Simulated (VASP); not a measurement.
VASP 6.6.1 run: SrO

INCAR

```
METAGGA = R2SCAN
ISMEAR = 0
BMIX = 0.0001
ISIF = 2
EDIFF = 1E-7
LWAVE = .FALSE.
AMIX = 0.2
ALGO = Normal
NBANDS = 15
SIGMA = 0.01
LCHARG = .FALSE.
PREC = Accurate
NELM = 64
LREAL = .FALSE.
ENCUT = 520
IBRION = -1
LASPH = .TRUE.
NSW = 0
```

KPOINTS

```
KPOINTS created by Atomic Simulation Environment
0
Gamma
8 8 8
0 0 0
```

POSCAR

```
Sr O
 1.0000000000000000
     0.0000000000000000    2.6056912490999999    2.6056912490999999
     2.6056912490999999    0.0000000000000000    2.6056912490999999
     2.6056912490999999    2.6056912490999999    0.0000000000000000
 Sr  O
   1   1
Cartesian
  0.0000000000000000  0.0000000000000000  0.0000000000000000
  2.6056912490999999  2.6056912490999999  2.6056912490999999
```

The recommended PBE PAW datasets give the neutral cell 16 valence electrons.

Command

```
mpirun -np 1 vasp_std
```

OSZICAR

```
N       E                     dE             d eps       ncg     rms          rms(c)
DAV:   1     0.488589479094E+02    0.48859E+02   -0.87182E+03   870   0.107E+03
DAV:   2    -0.313489767539E+02   -0.80208E+02   -0.73879E+02  1223   0.222E+02
DAV:   3    -0.346380227123E+02   -0.32890E+01   -0.32685E+01  1156   0.410E+01
DAV:   4    -0.347006585180E+02   -0.62636E-01   -0.62617E-01  1058   0.557E+00
DAV:   5    -0.347020765913E+02   -0.14181E-02   -0.14181E-02  1061   0.703E-01    0.148E+01
DAV:   6    -0.272866370622E+02    0.74154E+01   -0.19277E+00  1305   0.106E+01    0.131E+01
DAV:   7    -0.270980708816E+02    0.18857E+00   -0.23146E+00   919   0.118E+01    0.128E+01
DAV:   8    -0.271856919348E+02   -0.87621E-01   -0.82457E-01   884   0.845E+00    0.660E+00
DAV:   9    -0.270657049262E+02    0.11999E+00   -0.18783E-01   919   0.426E+00    0.119E+00
DAV:  10    -0.270506222800E+02    0.15083E-01   -0.59049E-02   982   0.206E+00    0.637E-01
...
DAV:  20    -0.270510370919E+02    0.12587E-03   -0.29170E-04  1057   0.135E-01    0.646E-02
DAV:  21    -0.270510255368E+02    0.11555E-04   -0.55954E-05   961   0.595E-02    0.510E-02
DAV:  22    -0.270510258274E+02   -0.29059E-06   -0.49362E-06  1076   0.165E-02    0.387E-02
DAV:  23    -0.270510211242E+02    0.47032E-05   -0.10782E-05   954   0.263E-02    0.170E-02
DAV:  24    -0.270510218698E+02   -0.74558E-06   -0.11934E-06   933   0.887E-03    0.961E-03
DAV:  25    -0.270510221055E+02   -0.23573E-06   -0.34680E-08   498   0.166E-03    0.931E-03
DAV:  26    -0.270510218806E+02    0.22490E-06   -0.10294E-06  1017   0.876E-03    0.241E-03
DAV:  27    -0.270510217061E+02    0.17450E-06   -0.66729E-08   459   0.209E-03    0.468E-04
DAV:  28    -0.270510216824E+02    0.23723E-07   -0.35734E-09   435   0.548E-04
   1 F= -.27051022E+02 E0= -.27051022E+02  d E =-.416971E-28
```

From OUTCAR

```
k-points           NKPTS =     29   k-points in BZ     NKDIM =     29   number of bands    NBANDS=     15

   NELECT =      16.0000    total number of electrons

   dimension x,y,z NGX =    28 NGY =   28 NGZ =   28
   dimension x,y,z NGXF=    56 NGYF=   56 NGZF=   56

  energy-cutoff  :      520.00
  volume of cell :       35.38
      direct lattice vectors                 reciprocal lattice vectors
     0.000000000  2.605691249  2.605691249    -0.191887661  0.191887661  0.191887661
     2.605691249  0.000000000  2.605691249     0.191887661 -0.191887661  0.191887661
     2.605691249  2.605691249  0.000000000     0.191887661  0.191887661 -0.191887661

 k-points in reciprocal lattice and weights: KPOINTS created by Atomic Simulation Env
   0.00000000  0.00000000  0.00000000       0.002
   0.12500000  0.00000000  0.00000000       0.016
   0.25000000  0.00000000  0.00000000       0.016
   0.37500000  0.00000000  0.00000000       0.016
   0.50000000  0.00000000  0.00000000       0.008
   0.12500000  0.12500000  0.00000000       0.012
   0.25000000  0.12500000  0.00000000       0.047
   0.37500000  0.12500000  0.00000000       0.047
   ...

 E-fermi :   1.2340

 k-point     1 :       0.0000    0.0000    0.0000
  band No.  band energies     occupation
      1     -32.4618      2.00000
      2     -14.8186      2.00000
      3     -13.5237      2.00000
      4     -13.5237      2.00000
      5     -13.5237      2.00000
      6       1.1598      2.00000
      7       1.1598      2.00000
      8       1.1598      2.00000
      9       5.5242      0.00000
     10       7.8433      0.00000
     11       7.8433      0.00000
     12       7.8433      0.00000
     13      10.0744      0.00000
     14      10.0744      0.00000
     15      14.2481      0.00000

 k-point     2 :       0.1250    0.0000    0.0000
  band No.  band energies     occupation
      1     -32.4449      2.00000
      2     -15.1039      2.00000
      3     -13.5342      2.00000
      4     -13.5342      2.00000
      5     -13.2807      2.00000
      6       0.7448      2.00000
      7       0.9804      2.00000
      8       0.9804      2.00000
      9       6.1931      0.00000
     10       7.6835      0.00000
     11       8.1414      0.00000
     12       8.1414      0.00000
     13      10.4607      0.00000
     14      10.4607      0.00000
     15      15.2264      0.00000

 k-point     3 :       0.2500    0.0000    0.0000
  band No.  band energies     occupation
      1     -32.4040      2.00000
      2     -15.5931      2.00000
      3     -13.5591      2.00000
      4     -13.5591      2.00000
      5     -12.8941      2.00000
      6      -0.0316      2.00000
      7       0.5882      2.00000
      8       0.5882      2.00000
      9       7.5446      0.00000
     10       7.7485      0.00000
     11       8.9495      0.00000
     12       8.9495      0.00000
     13      11.4349      0.00000
     14      11.4349      0.00000
     15      17.1505      0.00000

 ...

  Total       -0.4754105     -0.4754105     -0.4754105      0.0000000      0.0000000      0.0000000
  in kB      -21.5268505    -21.5268505    -21.5268505      0.0000000      0.0000000      0.0000000
  external PRESSURE =     -21.5268505 kB  Pullay stress =       0.0000000 kB

 POSITION                                       TOTAL-FORCE (eV/Angst)
 -----------------------------------------------------------------------------------
      0.00000      0.00000      0.00000        -0.000000      0.000000      0.000000
      2.60569      2.60569      2.60569         0.000000     -0.000000     -0.000000
 -----------------------------------------------------------------------------------
    total drift:                                0.000000      0.000000      0.000000

  FREE ENERGIE OF THE ION-ELECTRON SYSTEM (eV)
  ---------------------------------------------------
  free  energy   TOTEN  =       -27.0510216824 eV

  energy  without entropy=      -27.0510216824  energy(sigma->0) =      -27.05102168
```

It converged. Results: gap between bands v and c on the k mesh 3.76 eV; least direct gap on the k mesh 3.87 eV; pressure -2.2 GPa. Band v is the last that the valence electrons fill when counted band by band, and c is the next.

For comparison, a separate r²SCAN run of the intended cell, on usual settings and not on those above, gives a gap of 3.76 eV on its mesh and a pressure of -2.2 GPa.

The run above took about 85 s on one core of a shared host (Intel Xeon Platinum 8488C) and held 0.17 GiB at most.
